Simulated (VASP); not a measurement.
# BN in VASP: a series of runs

Aim: see how the results for BN move with the level of theory and the settings. Levels: PBE, LDA. Tasks: phonons.

Program: VASP 6.6.1. These are calculated values, not measurements. Logs are shortened: lines on timing, memory, paths and dates and some standing lists are left out, and cuts for length are marked.

### Step 1. The structure

The cell holds a slab with vacuum, 2 atoms: a = 2.512 Å, b = 2.512 Å, c = 18.000 Å, α = 90.00°, β = 90.00°, γ = 120.00°.

### Step 2. Phonons, PBE

Input file POSCAR:

```
BN
1.0
    2.5121111516      0.0000000000      0.0000000000
   -1.2560555758      2.1755520696      0.0000000000
    0.0000000000      0.0000000000     18.0000000000
  B               N
     1     1
Direct
     0.6666666699999979    0.3333333300000021    0.5000000000000000
     0.3333333300000021    0.6666666699999979    0.5000000000000000
```

Input file INCAR.step1:

```
ALGO = Normal ; EDIFF = 1E-8
EDIFFG = -0.002 ; ENCUT = 600
GGA = PE ; IBRION = 2
ISIF = 2 ; ISMEAR = 0
LASPH = T ; LATTICE_CONSTRAINTS = .TRUE. .TRUE. .FALSE.
LCHARG = F ; LREAL = F
LWAVE = F ; NELM = 80
NSW = 40 ; PREC = Accurate
SIGMA = 0.03
```

Input file INCAR.step2:

```
ALGO = Normal ; EDIFF = 1E-8
ENCUT = 600 ; GGA = PE
IBRION = 6 ; ISIF = 2
ISMEAR = 0 ; LASPH = T
LATTICE_CONSTRAINTS = .TRUE. .TRUE. .FALSE. ; LCHARG = F
LREAL = F ; LWAVE = F
NELM = 80 ; NFREE = 2
NSW = 1 ; POTIM = 0.015
PREC = Accurate ; SIGMA = 0.03
```

Input file KPOINTS:

```
k-points
0
Gamma
  15 15 1
```

Potentials or basis: VASP PAW PBE potentials, release 64 (B, N).

Started as:

```sh
$ cat potpaw_PBE.64/B/POTCAR potpaw_PBE.64/N/POTCAR > POTCAR
$ cp INCAR.step1 INCAR
$ mpirun -np 1 vasp_std > vasp.out
$ cp CONTCAR POSCAR
$ cp INCAR.step2 INCAR
$ mpirun -np 1 vasp_std > vasp.out
```

OUTCAR:

```text
EDIFF = 1E-8
   ENCUT = 600
   GGA = PE
   IBRION = 6
   ISIF = 2
   ISMEAR = 0
   LASPH = T
   LREAL = F
   NELM = 80
   NFREE = 2
   NSW = 1
   POTIM = 0.015
   PREC = Accurate

 ion  position               nearest neighbor table
   1  0.667  0.333  0.500-   2 1.45   2 1.45   2 1.45
   2  0.333  0.667  0.500-   1 1.45   1 1.45   1 1.45

  LATTYP: Found a hexagonal cell.
 ALAT       =     2.5121111516
 C/A-ratio  =     7.1652880441

  Lattice vectors:

 A1 = (   2.5121111516,   0.0000000000,   0.0000000000)
 A2 = (  -1.2560555758,   2.1755520696,   0.0000000000)
 A3 = (   0.0000000000,   0.0000000000,  18.0000000000)

Analysis of symmetry for initial positions (statically):
=====================================================================
 Subroutine PRICEL returns:
 Original cell was already a primitive cell.

 Routine SETGRP: Setting up the symmetry group for a
 hexagonal supercell.

 Subroutine GETGRP returns: Found 12 space group operations
 (whereof 12 operations were pure point group operations)
 out of a pool of 24 trial point group operations.

The static configuration has the point symmetry D_3h.

Analysis of symmetry for dynamics (positions and initial velocities):
=====================================================================
 Subroutine PRICEL returns:
 Original cell was already a primitive cell.

 Routine SETGRP: Setting up the symmetry group for a
 hexagonal supercell.

 Subroutine GETGRP returns: Found 12 space group operations
 (whereof 12 operations were pure point group operations)
 out of a pool of 24 trial point group operations.

The dynamic configuration has the point symmetry D_3h.

 Subroutine INISYM returns: Found 12 space group operations
 (whereof 12 operations are pure point group operations),
 and found     1 'primitive' translations

----------------------------------------------------------------------------------------

                                     Primitive cell

  volume of cell :      98.3741

  direct lattice vectors                    reciprocal lattice vectors
[... 145 lines left out ...]
  -------------------------------------------------------------------------------------
  Total       -0.0065314     -0.0065314     -0.0314236      0.0000000      0.0000000      0.0000000
  in kB       -0.1063746     -0.1063746     -0.5117823      0.0000000      0.0000000      0.0000000
  external PRESSURE =      -0.2415105 kB  Pullay stress =       0.0000000 kB
[... 275 lines left out ...]
--------------------------------------- Ionic step        9  -------------------------------------------

 number of electron       8.0000000 magnetization

 Free energy of the ion-electron system (eV)
  ---------------------------------------------------
  ext. energy  EPLUGINS =         0.00000000
  ---------------------------------------------------
  free energy    TOTEN  =       -17.60227937 eV

  energy without entropy =      -17.60227937  energy(sigma->0) =      -17.60227937

 E-fermi :  -4.1803     XC(G=0):  -2.3306

 val. band max:       -4.3288838381   @ k =   0.3333   0.3333   0.0000
 cond. band min:       0.3319384894   @ k =   0.3333   0.3333   0.0000
 fundamental gap:      4.6608223275
 Fermi energy:        -4.1803420270

 k-point     1 :       0.0000    0.0000    0.0000
  band No.  band energies     occupation
      1     -21.9427      2.00000
      2      -9.5285      2.00000
      3      -5.6794      2.00000
      4      -5.6794      2.00000
      5       0.3581      0.00000
      6       1.3016      0.00000
      7       1.7212      0.00000
      8       2.8882      0.00000
[... 243 lines left out ...]
 k-point    24 :       0.4000    0.2000    0.0000
  band No.  band energies     occupation
      1     -18.5576      2.00000
      2     -12.7259      2.00000
      3     -10.2350      2.00000
      4      -4.7283      2.00000
      5       0.4783      0.00000
      6       7.7304      0.00000
      7       8.5729      0.00000
      8       8.9431      0.00000

 [... further k-points ...]
[... 5 lines left out ...]
  --------------------------------------------------------------------------------------
  -------------------------------------------------------------------------------------
  Total       -0.0072846     -0.0072846     -0.0347105      0.0000000      0.0000000     -0.0000000
  in kB       -0.1186409     -0.1186409     -0.5653153      0.0000000      0.0000000     -0.0000000
  external PRESSURE =      -0.2675324 kB  Pullay stress =       0.0000000 kB
[... 17 lines left out ...]
  FREE ENERGIE OF THE ION-ELECTRON SYSTEM (eV)
  ---------------------------------------------------
  free  energy   TOTEN  =       -17.6022793708 eV

  energy  without entropy=      -17.6022793708  energy(sigma->0) =      -17.60227937

 INTERNAL STRAIN TENSORS FROM DISPLACED ATOMS
 ============================================

 INTERNAL STRAIN TENSOR FOR ION    1 for displacements in x,y,z  (eV/Angst):
          X           Y           Z          XY          YZ          ZX
  --------------------------------------------------------------------------------
  x     0.00000     0.00000     0.00000    11.83336     0.00000     0.00000
  y    11.83336   -11.83336     0.00000    -0.00000     0.00000     0.00000
  z     0.00000     0.00000     0.00000     0.00000     0.00000     0.00000

 INTERNAL STRAIN TENSOR FOR ION    2 for displacements in x,y,z  (eV/Angst):
          X           Y           Z          XY          YZ          ZX
  --------------------------------------------------------------------------------
  x     0.00000     0.00000     0.00000   -11.81013     0.00000     0.00000
  y   -11.81013    11.81013     0.00000     0.00000     0.00000     0.00000
  z     0.00000     0.00000     0.00000     0.00000     0.00000     0.00000

 Eigenvectors and eigenvalues of the dynamical matrix
 ----------------------------------------------------

   1 f  =   40.206315 THz   252.623729 2PiTHz 1341.138318 cm-1   166.279884 meV
             X         Y         Z           dx          dy          dz
      1.256056  0.725184  9.000000     0.751256    0.000000   -0.000000
     -0.000000  1.450368  9.000000    -0.660011   -0.000000   -0.000000
[... 21 lines left out ...]
   6 f/i=    0.004142 THz     0.026026 2PiTHz    0.138165 cm-1     0.017130 meV
             X         Y         Z           dx          dy          dz
      1.256056  0.725184  9.000000     0.660001   -0.003615    0.000000
     -0.000000  1.450368  9.000000     0.751245   -0.004115    0.000000

 ELASTIC MODULI CONTR FROM IONIC RELAXATION (kBar)
 Direction    XX          YY          ZZ          XY          YZ          ZX
 --------------------------------------------------------------------------------
 XX         -56.4098     56.4098      0.0000     -0.0000      0.0000      0.0000
 YY          56.4098    -56.4098      0.0000      0.0000      0.0000      0.0000
 ZZ           0.0000      0.0000      0.0000      0.0000      0.0000      0.0000
 XY          -0.0000      0.0000      0.0000    -56.4098      0.0000      0.0000
 YZ           0.0000      0.0000      0.0000      0.0000      0.0000      0.0000
 ZX           0.0000      0.0000      0.0000      0.0000      0.0000      0.0000
 --------------------------------------------------------------------------------
```

OSZICAR.step1:

```text
N       E                     dE             d eps       ncg     rms          rms(c)
DAV:   1     0.685070044836E+02    0.68507E+02   -0.36045E+03   432   0.815E+02
DAV:   2    -0.140849814372E+02   -0.82592E+02   -0.67873E+02   648   0.150E+02
DAV:   3    -0.194549431271E+02   -0.53700E+01   -0.53700E+01   584   0.640E+01
[... 14 lines left out ...]
DAV:  18    -0.176038899999E+02   -0.10967E-04   -0.36999E-07   528   0.272E-03    0.340E-04
DAV:  19    -0.176038909216E+02   -0.92177E-06   -0.24772E-08   648   0.981E-04    0.134E-04
DAV:  20    -0.176038913621E+02   -0.44044E-06   -0.10009E-08   608   0.486E-04    0.478E-05
DAV:  21    -0.176038913778E+02   -0.15748E-07   -0.20114E-10   648   0.844E-05    0.116E-05
DAV:  22    -0.176038913831E+02   -0.52287E-08   -0.66020E-11   528   0.459E-05
   1 F= -.17603891E+02 E0= -.17603891E+02  d E =-.176039E+02
```

Run time: 6.7 min. Hardware: 1 thread of Intel Xeon Platinum 8488C (Sapphire Rapids), shared host; peak memory 0.38 GiB.

Results:

* Highest phonon frequency at Γ, LO-TO splitting left out: 1341 cm⁻¹

Phonon frequencies in cm⁻¹ (negative: imaginary):
| q point | frequencies |
| --- | --- |
| (0.000, 0.000, 0.000) | 0 0 0 799 1341 1341 |

### Step 3. Phonons, LDA

This run uses another cell than the first one, of 48.28 Å³/atom, 0.982 times its volume.

Input file POSCAR:

```
BN
1.0
    2.4888382045      0.0000000000      0.0000000000
   -1.2444191023      2.1553971063      0.0000000000
    0.0000000000      0.0000000000     18.0000000000
  B               N
     1     1
Direct
     0.6666666699999979    0.3333333300000021    0.5000000000000000
     0.3333333300000021    0.6666666699999979    0.5000000000000000
```

Input file INCAR.step1:

```
SYSTEM = BN
PREC     = Accurate       ! precision mode
ENCUT    = 600            ! plane-wave cutoff, eV
EDIFF    = 1E-8           ! SCF threshold, eV
ISMEAR   = 0              ! smearing method
SIGMA    = 0.03           ! smearing width, eV
LREAL    = .FALSE.        ! projectors in reciprocal space
LASPH    = .TRUE.         ! aspherical terms in the spheres
NELM     = 80             ! most SCF steps
ALGO     = Fast           ! electronic algorithm
ISIF     = 2              ! what is computed and relaxed
LWAVE    = .FALSE.        ! write WAVECAR
LCHARG   = .FALSE.        ! write CHGCAR
LATTICE_CONSTRAINTS= .TRUE. .TRUE. .FALSE.
IBRION   = 2              ! ionic algorithm
NSW      = 40             ! ionic steps
EDIFFG   = -0.002         ! ionic threshold
```

Input file INCAR.step2:

```
SYSTEM = BN
PREC     = Accurate       ! precision mode
ENCUT    = 600            ! plane-wave cutoff, eV
EDIFF    = 1E-8           ! SCF threshold, eV
ISMEAR   = 0              ! smearing method
SIGMA    = 0.03           ! smearing width, eV
LREAL    = .FALSE.        ! projectors in reciprocal space
LASPH    = .TRUE.         ! aspherical terms in the spheres
NELM     = 80             ! most SCF steps
ALGO     = Fast           ! electronic algorithm
ISIF     = 2              ! what is computed and relaxed
LWAVE    = .FALSE.        ! write WAVECAR
LCHARG   = .FALSE.        ! write CHGCAR
LATTICE_CONSTRAINTS= .TRUE. .TRUE. .FALSE.
IBRION   = 6              ! ionic algorithm
NFREE    = 2            
POTIM    = 0.015          ! step
NSW      = 1              ! ionic steps
```

Input file KPOINTS:

```
Automatic mesh
0
G
  15 15 1
  0 0 0
```

Potentials or basis: VASP PAW LDA potentials, release 64 (B, N).

Started as:

```sh
$ cat potpaw_LDA.64/B/POTCAR potpaw_LDA.64/N/POTCAR > POTCAR
$ cp INCAR.step1 INCAR
$ mpirun -np 1 vasp_std > vasp.out
$ cp CONTCAR POSCAR
$ cp INCAR.step2 INCAR
$ mpirun -np 1 vasp_std > vasp.out
```

OUTCAR:

```text
SYSTEM = BN
   PREC = Accurate
   ENCUT = 600
   EDIFF = 1E-8
   ISMEAR = 0
   LREAL = .FALSE.
   LASPH = .TRUE.
   NELM = 80
   ISIF = 2
   IBRION = 6
   NFREE = 2
   POTIM = 0.015
   NSW = 1

 ion  position               nearest neighbor table
   1  0.667  0.333  0.500-   2 1.44   2 1.44   2 1.44
   2  0.333  0.667  0.500-   1 1.44   1 1.44   1 1.44

  LATTYP: Found a hexagonal cell.
 ALAT       =     2.4888382045
 C/A-ratio  =     7.2322901374

  Lattice vectors:

 A1 = (   2.4888382045,   0.0000000000,   0.0000000000)
 A2 = (  -1.2444191023,   2.1553971063,   0.0000000000)
 A3 = (   0.0000000000,   0.0000000000,  18.0000000000)

Analysis of symmetry for initial positions (statically):
=====================================================================
 Subroutine PRICEL returns:
 Original cell was already a primitive cell.

 Routine SETGRP: Setting up the symmetry group for a
 hexagonal supercell.

 Subroutine GETGRP returns: Found 12 space group operations
 (whereof 12 operations were pure point group operations)
 out of a pool of 24 trial point group operations.

The static configuration has the point symmetry D_3h.

Analysis of symmetry for dynamics (positions and initial velocities):
=====================================================================
 Subroutine PRICEL returns:
 Original cell was already a primitive cell.

 Routine SETGRP: Setting up the symmetry group for a
 hexagonal supercell.

[... 453 lines left out ...]
  energy without entropy =      -19.23699330  energy(sigma->0) =      -19.23699330

 E-fermi :  -4.3588     XC(G=0):  -2.3980

 val. band max:       -4.5402582392   @ k =   0.3333   0.3333   0.0000
 cond. band min:       0.0590753491   @ k =   0.3333   0.3333   0.0000
 fundamental gap:      4.5993335882
 Fermi energy:        -4.3588051346

 k-point     1 :       0.0000    0.0000    0.0000
  band No.  band energies     occupation
      1     -22.1085      2.00000
      2      -9.9515      2.00000
      3      -5.8769      2.00000
      4      -5.8769      2.00000
      5       0.2439      0.00000
      6       1.3544      0.00000
      7       1.7593      0.00000
      8       2.9001      0.00000
[... 243 lines left out ...]
 k-point    24 :       0.4000    0.2000    0.0000
  band No.  band energies     occupation
      1     -18.5921      2.00000
      2     -13.0539      2.00000
      3     -10.4873      2.00000
      4      -4.9617      2.00000
      5       0.1991      0.00000
      6       7.7244      0.00000
      7       8.3428      0.00000
      8       8.8362      0.00000

 [... further k-points ...]

------------------------ aborting loop because EDIFF is reached ----------------------------------------

  FORCE on cell =-STRESS in cart. coord.  units (eV):
  Direction    XX          YY          ZZ          XY          YZ          ZX
  --------------------------------------------------------------------------------------
  -------------------------------------------------------------------------------------
  Total       -0.0037317     -0.0037317     -0.0301304      0.0000000      0.0000000      0.0000000
  in kB       -0.0619194     -0.0619194     -0.4999405      0.0000000      0.0000000      0.0000000
  external PRESSURE =      -0.2079264 kB  Pullay stress =       0.0000000 kB
[... 17 lines left out ...]
  FREE ENERGIE OF THE ION-ELECTRON SYSTEM (eV)
  ---------------------------------------------------
  free  energy   TOTEN  =       -19.2369932995 eV

  energy  without entropy=      -19.2369932995  energy(sigma->0) =      -19.23699330

 INTERNAL STRAIN TENSORS FROM DISPLACED ATOMS
 ============================================

 INTERNAL STRAIN TENSOR FOR ION    1 for displacements in x,y,z  (eV/Angst):
          X           Y           Z          XY          YZ          ZX
  --------------------------------------------------------------------------------
  x    -0.00000     0.00000     0.00000    13.54033     0.00000     0.00000
  y    13.54033   -13.54033     0.00000     0.00000     0.00000     0.00000
  z     0.00000     0.00000     0.00000     0.00000     0.00000     0.00000

 INTERNAL STRAIN TENSOR FOR ION    2 for displacements in x,y,z  (eV/Angst):
          X           Y           Z          XY          YZ          ZX
  --------------------------------------------------------------------------------
  x     0.00000    -0.00000     0.00000   -13.53021     0.00000     0.00000
  y   -13.53021    13.53021     0.00000    -0.00000     0.00000     0.00000
  z     0.00000     0.00000     0.00000     0.00000     0.00000     0.00000

 Eigenvectors and eigenvalues of the dynamical matrix
 ----------------------------------------------------

   1 f  =   41.476877 THz   260.606905 2PiTHz 1383.519699 cm-1   171.534503 meV
             X         Y         Z           dx          dy          dz
      1.244419  0.718466  9.000000    -0.751174    0.003990    0.000000
     -0.000000  1.436931  9.000000     0.660083   -0.003506   -0.000000
[... 21 lines left out ...]
   6 f/i=    0.000438 THz     0.002752 2PiTHz    0.014608 cm-1     0.001811 meV
             X         Y         Z           dx          dy          dz
      1.244419  0.718466  9.000000    -0.000000    0.000000    0.660102
     -0.000000  1.436931  9.000000    -0.000000    0.000000    0.751176

 ELASTIC MODULI CONTR FROM IONIC RELAXATION (kBar)
 Direction    XX          YY          ZZ          XY          YZ          ZX
 --------------------------------------------------------------------------------
 XX         -70.7903     70.7903      0.0000      0.0000      0.0000     -0.0000
 YY          70.7903    -70.7903      0.0000      0.0000      0.0000      0.0000
 ZZ           0.0000      0.0000     -0.0000     -0.0000      0.0000      0.0000
 XY           0.0000      0.0000     -0.0000    -70.7903      0.0000     -0.0000
 YZ           0.0000      0.0000      0.0000      0.0000      0.0000      0.0000
 ZX          -0.0000      0.0000      0.0000     -0.0000      0.0000     -0.0000
 --------------------------------------------------------------------------------
```

OSZICAR.step1:

```text
N       E                     dE             d eps       ncg     rms          rms(c)
DAV:   1     0.727177662604E+02    0.72718E+02   -0.35375E+03   432   0.810E+02
DAV:   2    -0.149040079411E+02   -0.87622E+02   -0.68882E+02   616   0.143E+02
DAV:   3    -0.214032359555E+02   -0.64992E+01   -0.64992E+01   600   0.655E+01
[... 17 lines left out ...]
RMM:  21    -0.192386836557E+02   -0.19726E-05   -0.25566E-06   432   0.132E-02    0.244E-03
RMM:  22    -0.192386837671E+02   -0.11139E-06   -0.32809E-07   432   0.557E-03    0.331E-04
RMM:  23    -0.192386838984E+02   -0.13133E-06   -0.10050E-07   431   0.275E-03    0.256E-04
RMM:  24    -0.192386839254E+02   -0.26995E-07   -0.67722E-09   319   0.806E-04    0.762E-05
RMM:  25    -0.192386839283E+02   -0.28717E-08   -0.42014E-10   286   0.211E-04
   1 F= -.19238684E+02 E0= -.19238684E+02  d E =-.192387E+02
```

Run time: 3.8 min. Hardware: 1 thread of Intel Xeon Platinum 8559C (Emerald Rapids), shared host; peak memory 0.37 GiB.

What came out:

```yaml
Highest_phonon_frequency_at_Γ_LO-TO_splitting_left_out: 1384 cm⁻¹
```

Phonon frequencies in cm⁻¹ (negative: imaginary):
| q point | frequencies |
| --- | --- |
| (0.000, 0.000, 0.000) | 0 0 0 818 1384 1384 |
